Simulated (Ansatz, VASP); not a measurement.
Two plane-wave programs on SnO

File INCAR:

```
SYSTEM = SnO
PREC = Accurate
ENCUT = 520
EDIFF = 1E-6
ISMEAR = 0
SIGMA = 0.1
LREAL = .FALSE.
LASPH = .TRUE.
NELM = 60
ALGO = Normal
ISIF = 2
LWAVE = .FALSE.
LCHARG = .TRUE.
GGA = PE
LELF = .TRUE.
LVHAR = .TRUE.
NBANDS = 28
```

KPOINTS

```
Automatic mesh
0
G
  6 4 4
  0 0 0
```

The input POSCAR:

```
SnO
1.0
    3.7156808600      0.0000000000      0.0000000000
    0.0000000000      3.9543229700      0.0000000000
    0.0000000000      0.0000000000      4.7520457200
Sn O
2 2
Direct
    0.5000000000      0.0000000000      0.6716899200
    0.0000000000      0.5000000000      0.3283100800
    0.0000000000      0.0000000000      0.1964433400
    0.5000000000      0.5000000000      0.8035566600
```

Input for Ansatz:

```yaml
crystal:
  lattice:
    - [3.71568086, 0.0, 0.0]
    - [0.0, 3.95432297, 0.0]
    - [0.0, 0.0, 4.75204572]
  atoms:
    - { symbol: Sn, position: [0.5, 0.0, 0.67168992] }
    - { symbol: Sn, position: [0.0, 0.5, 0.32831008] }
    - { symbol: O, position: [0.0, 0.0, 0.19644334] }
    - { symbol: O, position: [0.5, 0.5, 0.80355666] }
basis:
  ecutwfc: 420
kpoints:
  mp_grid: { grid: [6, 4, 4] }
hamiltonian:
  xc: pbe
scf:
  occupations: { method: gaussian, width: 0.1 }
  lower_state_search: "off"
output:
  forces: true
  stress: true
  eigenvalues: true
```

Alike in both runs: task single point; functional PBE; k mesh 6 × 4 × 4; occupations gaussian, width 0.1 eV; no spin polarisation.

```csv
,VASP,Ansatz
version,VASP 6.6.1,Ansatz 0.2.0
potentials or method,"VASP PAW PBE potentials, release 64 (Sn_d, O)","scalar-relativistic, plane waves, PAW"
plane-wave cutoff (eV),520,420
valence electrons in the cell,40,40
```

Ansatz gave:

| Property | Result |
| --- | --- |
| gap on the k mesh at the Fermi level (eV) | none |
| pressure (GPa) | 11.2 |
| largest component of the traceless stress (GPa) | 12.61 |
| rms of the force components (eV/Å) | 0.745 |

Problem. Estimate VASP's values.

Solution. gap on the k mesh at the Fermi level (eV): none; pressure (GPa): 11.4; largest component of the traceless stress (GPa): 13.27; rms of the force components (eV/Å): 0.747.

Atom by atom the forces differ by 0.017 eV/Å (rms over components). A gap of «none» marks a metal or a gap that the smearing closes. The functional is the same, so the differences come from potentials, cutoffs and numerics.

Caveats: the k mesh is coarse (spacing up to 0.40 Å⁻¹), so the values aren't converged; forces of over 1 eV/Å show positions far from the minimum, so gaps and moduli don't describe the material at rest.
